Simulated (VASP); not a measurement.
# Band offsets on InP (110), part 2 of 3

Wanted: valence and conduction offsets of GaAs, CdS, GaSb and ZnSe on InP (110), and what a better gap does to them.

VASP 6.6.1, plane waves and PAW; the level of theory is named at each step.

So far. Step 3 (Bulk band edges, LDA): The run ends at a pressure of 0.02 GPa.

### 6. Relax the partner on the substrate's cell, LDA

One member in full, GaAs: held to the substrate's in-plane cell, its height is moved until the normal stress is near zero, five times at most.

This step took 3 runs, each at a new trial strain with the atoms of the one before; the last is shown.

Level: LDA; plane waves and PAW (Ga_d, As); cell typed or built by script.

System, named by how it was started: GaAs. The structure is orthorhombic, space group Imm2 (No. 44). The conventional cell has a = 3.894 Å, b = 4.122 Å, c = 5.826 Å, α = 90.00°, β = 90.00°, γ = 90.00°. Ga has 4 As at 2.46 to 2.50 Å nearest. Nearest to As lie 4 Ga at 2.46 to 2.50 Å. Farther neighbours are not listed.

Input file INCAR:

```
SYSTEM = GaAs
PREC = Accurate
ENCUT = 420
EDIFF = 1E-07
NELM = 120
ISMEAR = 0
SIGMA = 0.02
LREAL = .FALSE.
ALGO = Normal
GGA = CA
NBANDS = 24
LORBIT = 11
LWAVE = .FALSE.
LCHARG = .FALSE.
KPAR = 8
IBRION = 1
NSW = 25
ISIF = 2
EDIFFG = -0.004
POTIM = 0.3
```

Input file POSCAR:

```
GaAs
1.0
    4.1218720450      0.0000000000      0.0000000000
    0.0000000000      5.8264994860      0.0000000000
    0.0000000000      0.0000000000      3.8944844510
Ga As
2 2
Direct
    0.0000000000      0.0033086328      0.0000000000
    0.5000000000      0.5033086328      0.5000000000
    0.5000000000      0.2466913672      0.0000000000
    0.0000000000      0.7466913672      0.5000000000
```

Input file KPOINTS:

```
Automatic mesh
0
Gamma
7 5 7
0 0 0
```

PAW data sets: Ga_d and As (LDA family, release 64).

The run is started by

```console
mpirun -np 8 vasp_std
```

Log:

```text
[banner, memory and clock lines left out]
running    8 mpi-ranks, on    1 nodes
[...]
[... a notice as in an earlier step ...]

 LDA part: xc-table for (Slater(with rela. corr.)+CA(PZ))
 , standard interpolation
 POSCAR, INCAR and KPOINTS ok, starting setup
[...]
entering main loop
       N       E                     dE             d eps       ncg     rms          rms(c)
DAV:   1     0.213211472045E+03    0.21321E+03   -0.15753E+04  2336   0.182E+03
DAV:   2     0.359455851250E+01   -0.20962E+03   -0.20427E+03  2488   0.405E+02
DAV:   3    -0.189885469331E+02   -0.22583E+02   -0.22450E+02  2888   0.111E+02
DAV:   4    -0.195706993764E+02   -0.58215E+00   -0.58172E+00  2616   0.202E+01
[...]
DAV:  12    -0.191502230204E+02    0.23232E-05   -0.15914E-05  2776   0.399E-02    0.587E-03
DAV:  13    -0.191502229464E+02    0.74011E-07   -0.25579E-06  3176   0.817E-03    0.941E-04
DAV:  14    -0.191502229372E+02    0.91877E-08   -0.19101E-07  2072   0.280E-03
   1 F= -.19150223E+02 E0= -.19150221E+02  d E =-.191502E+02
 BRION: g(F)=  0.967E-06 g(S)=  0.000E+00
 reached required accuracy - stopping structural energy minimisation
```

It took 22 s on 8 MPI ranks of AMD EPYC 7R43, shared host; peak memory 1.3 GiB.

Parts of OUTCAR (step 6):

```text
  Total       -3.5763053     -2.9687018      0.0002228      0.0000000      0.0000000      0.0000000
  in kB      -61.2622545    -50.8539825      0.0038171      0.0000000      0.0000000      0.0000000
  external PRESSURE =     -37.3708066 kB  Pullay stress =       0.0000000 kB

 POSITION                                       TOTAL-FORCE (eV/Angst)
 -----------------------------------------------------------------------------------
      0.00000      0.01928      0.00000         0.000000      0.002890      0.000000
      2.06094      2.93253      1.94724        -0.000000      0.002890      0.000000
      2.06094      1.43735      0.00000         0.000000     -0.002890     -0.000000
      0.00000      4.35060      1.94724         0.000000     -0.002890     -0.000000
 -----------------------------------------------------------------------------------
    total drift:                                0.000000     -0.000662      0.000007

  FREE ENERGIE OF THE ION-ELECTRON SYSTEM (eV)
  ---------------------------------------------------
  free  energy   TOTEN  =       -19.1502229372 eV

  energy  without entropy=      -19.1502199334  energy(sigma->0) =      -19.15022144

[... 1 part as in an earlier step ...]

[... 3 further parts left out ...]
[key lines of the parts left out:]
E-fermi :   3.7153
```

Numbers from this step:

- energy(sigma→0) of the program: -19.1502 eV
- stress, compression positive: xx, yy, zz -6.13, -5.09, 0.00 GPa
- ionic steps: 1

### 7. Bulk band edges, LDA

A bulk run places the partner's levels against the mean potential at its cores.

Level: LDA; plane waves and PAW (Ga_d, As); cell typed or built by script.

Input file INCAR:

```
SYSTEM = GaAs
PREC = Accurate
ENCUT = 420
EDIFF = 1E-06
NELM = 100
ISMEAR = 0
SIGMA = 0.02
LREAL = .FALSE.
ALGO = Normal
GGA = CA
NBANDS = 23
LWAVE = .FALSE.
LCHARG = .FALSE.
KPAR = 8
```

POSCAR is that of step 6.

KPOINTS is that of step 6.

Input file KPOINTS_OPT:

```
Line mode
6
Line-mode
Reciprocal
  0.00000000   0.65000000   0.00000000
  0.00000000   1.00000000   0.00000000

  0.32500000   0.00000000   0.32500000
  0.50000000   0.00000000   0.50000000

  0.00000000   0.50000000   0.50000000
  0.50000000   0.50000000   0.00000000
```

The run is started by

```console
mpirun -np 8 vasp_std
```

Log:

```text
[... set-up lines as in an earlier step ...]
 entering main loop
       N       E                     dE             d eps       ncg     rms          rms(c)
DAV:   1     0.212872971977E+03    0.21287E+03   -0.15742E+04  2256   0.190E+03
DAV:   2     0.371775466495E+01   -0.20916E+03   -0.20458E+03  2425   0.413E+02
DAV:   3    -0.189569730068E+02   -0.22675E+02   -0.22411E+02  2649   0.115E+02
DAV:   4    -0.195702937719E+02   -0.61332E+00   -0.61266E+00  2668   0.211E+01
[...]
DAV:  11    -0.191502254254E+02   -0.13440E-04   -0.71708E-05  3099   0.987E-02    0.796E-03
DAV:  12    -0.191502230292E+02    0.23962E-05   -0.16132E-05  2782   0.424E-02    0.572E-03
DAV:  13    -0.191502229179E+02    0.11126E-06   -0.22546E-06  2250   0.838E-03
   1 F= -.19150223E+02 E0= -.19150221E+02  d E =-.300320E-05
 Start KPOINTS_OPT (optional k-point list driver)
k-point batch [1-18\18]
       N       E                     dE             ncg
DAV:   1     0.106034705777E+04   -0.12465E+05      851
DAV:   2    -0.264060557227E+04   -0.37010E+04      912
DAV:   3    -0.304609877155E+04   -0.40549E+03      968
DAV:   4    -0.305770880100E+04   -0.11610E+02      969
DAV:   5    -0.305800104221E+04   -0.29224E+00     1062
DAV:   6    -0.305801254045E+04   -0.11498E-01     1160
DAV:   7    -0.305801267083E+04   -0.13039E-03     1071
DAV:   8    -0.305801267497E+04   -0.41407E-05      807
DAV:   9    -0.305801267517E+04   -0.19224E-06      764
```

It took 28 s on 8 MPI ranks; peak memory 1.7 GiB; 2.9 min of CPU time.

OUTCAR, selected parts (step 7):

```text
  Total       -3.5813119     -2.9734679     -0.0042399      0.0000000      0.0000000      0.0000000
  in kB      -61.3480178    -50.9356260     -0.0726290      0.0000000      0.0000000      0.0000000
  external PRESSURE =     -37.4520910 kB  Pullay stress =       0.0000000 kB

 POSITION                                       TOTAL-FORCE (eV/Angst)
 -----------------------------------------------------------------------------------
      0.00000      0.01928      0.00000         0.000000      0.002906     -0.000000
      2.06094      2.93253      1.94724         0.000000      0.002906     -0.000000
      2.06094      1.43735      0.00000        -0.000000     -0.002906      0.000000
      0.00000      4.35060      1.94724        -0.000000     -0.002906      0.000000
 -----------------------------------------------------------------------------------
    total drift:                                0.000000     -0.000816      0.000007

  FREE ENERGIE OF THE ION-ELECTRON SYSTEM (eV)
  ---------------------------------------------------
  free  energy   TOTEN  =       -19.1502229179 eV

  energy  without entropy=      -19.1502199147  energy(sigma->0) =      -19.15022142

[... 1 part as in an earlier step ...]

[... 2 further parts left out ...]
[key lines of the parts left out:]
E-fermi :   3.7154
```

Read from the output:

| Quantity | Value |
| --- | --- |
| energy(sigma→0) of the program | -19.1502 eV |
| stress, compression positive | xx, yy, zz -6.13, -5.09, -0.01 GPa |

The run ends at a pressure of -3.75 GPa, with forces up to 0.0029 eV/Å.

### 8. Bulk band edges, HSE06

At this level only the shift of the partner's edges against the mean potential of the cell is used.

Level: HSE06; plane waves and PAW (Ga_d, As); cell typed or built by script.

INCAR: that of step 7 with these lines changed.

```diff
@@ -9,6 +9,11 @@
 ALGO = Normal
-GGA = CA
+LHFCALC = .TRUE.
+AEXX = 0.25
+GGA = PE
+HFSCREEN = 0.2
+LASPH = .TRUE.
 NBANDS = 23
+PRECFOCK = Fast
 LWAVE = .FALSE.
 LCHARG = .FALSE.
-KPAR = 8
+KPAR = 4
```

POSCAR is that of step 7.

Input file KPOINTS:

```
Automatic mesh
0
Gamma
4 3 4
0 0 0
```

KPOINTS_OPT is that of step 7.

The run is started by

```console
mpirun -np 8 vasp_std
```

Log:

```text
[banner, memory and clock lines left out]
running    8 mpi-ranks, on    1 nodes
[...]
[... a notice as in an earlier step ...]

 [... a notice as in an earlier step ...]

 LDA part: xc-table for (Slater+PW92), standard interpolation
 [... a notice as in an earlier step ...]

 found WAVECAR, reading the header
  number of bands has changed, file:    23 present:    24
  trying to continue reading WAVECAR, but it might fail
 POSCAR, INCAR and KPOINTS ok, starting setup
[...]
reading WAVECAR
 random initialization beyond band           23
 the WAVECAR file was read successfully
 initial charge from wavefunction
 entering main loop
       N       E                     dE             d eps       ncg     rms          rms(c)
DAV:   1    -0.196120798021E+02   -0.19612E+02   -0.29783E+00  1016   0.256E+01    0.297E+00
DAV:   2    -0.196277062651E+02   -0.15626E-01   -0.36600E-01  1080   0.612E+00    0.236E+00
DAV:   3    -0.196195078599E+02    0.81984E-02   -0.29172E-02  1144   0.210E+00    0.147E+00
DAV:   4    -0.196171191987E+02    0.23887E-02   -0.51514E-03  1032   0.738E-01    0.854E-01
[...]
DAV:   9    -0.196162549975E+02    0.55633E-05   -0.45077E-06   936   0.208E-02    0.433E-02
DAV:  10    -0.196162538243E+02    0.11731E-05   -0.17722E-06   888   0.119E-02    0.224E-02
DAV:  11    -0.196162537961E+02    0.28283E-07   -0.65491E-07   720   0.106E-02
   1 F= -.19616254E+02 E0= -.19616254E+02  d E =-.792641E-23
 Start KPOINTS_OPT (optional k-point list driver)
k-point batch [1-18\18]
       N       E                     dE             ncg
DAV:   1    -0.557319375576E+03   -0.12797E+05      872
DAV:   2    -0.512700112732E+04   -0.45697E+04      968
DAV:   3    -0.564640374823E+04   -0.51940E+03     1048
DAV:   4    -0.566797188413E+04   -0.21568E+02     1000
DAV:   5    -0.566841527589E+04   -0.44339E+00     1072
DAV:   6    -0.566843513316E+04   -0.19857E-01     1328
DAV:   7    -0.566843557797E+04   -0.44481E-03     1112
DAV:   8    -0.566843558368E+04   -0.57123E-05      912
DAV:   9    -0.566843558397E+04   -0.28833E-06      704
```

The job ended after 8.9 min (8 MPI ranks; peak memory 2 GiB).

OUTCAR, selected parts (step 8):

```text
 POSITION                                       TOTAL-FORCE (eV/Angst)
 -----------------------------------------------------------------------------------
      0.00000      0.01928      0.00000         0.000000      0.004004     -0.000000
      2.06094      2.93253      1.94724        -0.000000      0.004004     -0.000000
      2.06094      1.43735      0.00000         0.000000     -0.004004      0.000000
      0.00000      4.35060      1.94724         0.000000     -0.004004      0.000000
 -----------------------------------------------------------------------------------
    total drift:                                0.000055     -0.000356      0.000032

  FREE ENERGIE OF THE ION-ELECTRON SYSTEM (eV)
  ---------------------------------------------------
  free  energy   TOTEN  =       -19.6162537961 eV

  energy  without entropy=      -19.6162537961  energy(sigma->0) =      -19.61625380

[... 1 part as in an earlier step ...]

[... 2 further parts left out ...]
[key lines of the parts left out:]
E-fermi :   3.7530
```

This run gave:

| Item | Value |
| --- | --- |
| energy(sigma→0) of the program | -19.6163 eV |

### 9. Bulk band edges, HSE06 with spin-orbit coupling

At this level only the shift of the partner's edges against the mean potential of the cell is used.

Level: HSE06, spin-orbit coupling; plane waves and PAW (Ga_d, As); cell typed or built by script.

INCAR: that of step 8 with these lines changed.

```diff
@@ -14,3 +14,7 @@
 LASPH = .TRUE.
-NBANDS = 23
+LNONCOLLINEAR = .TRUE.
+MAGMOM = 0 0 0 0 0 0 0 0 0 0 0 0
+NBANDS = 46
+GGA_COMPAT = .FALSE.
+LSORBIT = .TRUE.
 PRECFOCK = Fast
```

POSCAR is that of step 8.

KPOINTS is that of step 8.

KPOINTS_OPT is that of step 8.

The run is started by

```console
mpirun -np 8 vasp_ncl
```

Log:

```text
[banner, memory and clock lines left out]
running    8 mpi-ranks, on    1 nodes
[...]
[... a notice as in an earlier step ...]

 [... a notice as in an earlier step ...]

 LDA part: xc-table for (Slater+PW92), standard interpolation
 found WAVECAR, reading the header
 POSCAR, INCAR and KPOINTS ok, starting setup
[...]
reading WAVECAR
 the WAVECAR file was read successfully
 initial charge from wavefunction
 entering main loop
       N       E                     dE             d eps       ncg     rms          rms(c)
DAV:   1    -0.196389623218E+02   -0.19639E+02   -0.29250E+00  3562   0.266E+01    0.170E+00
DAV:   2    -0.196608835071E+02   -0.21921E-01   -0.42777E-01  3386   0.630E+00    0.255E+00
DAV:   3    -0.196539878298E+02    0.68957E-02   -0.36235E-02  3426   0.216E+00    0.191E+00
DAV:   4    -0.196513890678E+02    0.25988E-02   -0.46146E-03  2680   0.728E-01    0.116E+00
[...]
DAV:   9    -0.196503867345E+02    0.69086E-05   -0.48413E-06  2524   0.125E-02    0.667E-02
DAV:  10    -0.196503851470E+02    0.15874E-05   -0.17616E-06  2444   0.842E-03    0.359E-02
DAV:  11    -0.196503850036E+02    0.14338E-06   -0.60525E-07  1988   0.566E-03
   1 F= -.19650385E+02 E0= -.19650385E+02  d E =-.178108E-33  mag=    -0.0000    -0.0000    -0.0000
 Start KPOINTS_OPT (optional k-point list driver)
k-point batch [1-18\18]
       N       E                     dE             ncg
DAV:   1     0.924982357835E+03   -0.10590E+05     1794
DAV:   2    -0.456194943721E+04   -0.54869E+04     1766
DAV:   3    -0.545322395008E+04   -0.89127E+03     1862
DAV:   4    -0.553247523173E+04   -0.79251E+02     2006
[...]
DAV:   8    -0.553619542139E+04   -0.13884E-03     2040
DAV:   9    -0.553619542798E+04   -0.65935E-05     1344
DAV:  10    -0.553619542846E+04   -0.47417E-06     1238
```

Elapsed: 57 min, on 8 MPI ranks; peak memory 4 GiB; 6 h of CPU time.

From OUTCAR (step 9):

```text
 POSITION                                       TOTAL-FORCE (eV/Angst)
 -----------------------------------------------------------------------------------
      0.00000      0.01928      0.00000        -0.000000      0.004133      0.000000
      2.06094      2.93253      1.94724         0.000000      0.004133      0.000000
      2.06094      1.43735      0.00000        -0.000000     -0.004133      0.000000
      0.00000      4.35060      1.94724        -0.000000     -0.004133      0.000000
 -----------------------------------------------------------------------------------
    total drift:                                0.000005     -0.000179      0.000000

  FREE ENERGIE OF THE ION-ELECTRON SYSTEM (eV)
  ---------------------------------------------------
  free  energy   TOTEN  =       -19.6503850036 eV

  energy  without entropy=      -19.6503850036  energy(sigma->0) =      -19.65038500

[... 1 part as in an earlier step ...]

[... 2 further parts left out ...]
[key lines of the parts left out:]
E-fermi :   3.8347
```

This run gave:

```
energy(sigma→0) of the program : -19.6504 eV
```

(Part 2 of 3 ends here.)

[Lines on the potential files, build, host, timing and source positions are cut from VASP's logs without a mark.]

[Logs are printed without paths, hosts, clocks, repeated set-up lines and the standing remarks that a program may print on its own settings, such as how far it seeks lower states.]

[Hosts, paths, dates, database ids (printed as entryN), source tags and the programs' standing remarks are cut or masked in the printed files.]

[In band tables of VASP the shares of atoms and orbitals are scaled to a sum of 1 inside the atoms' spheres.]
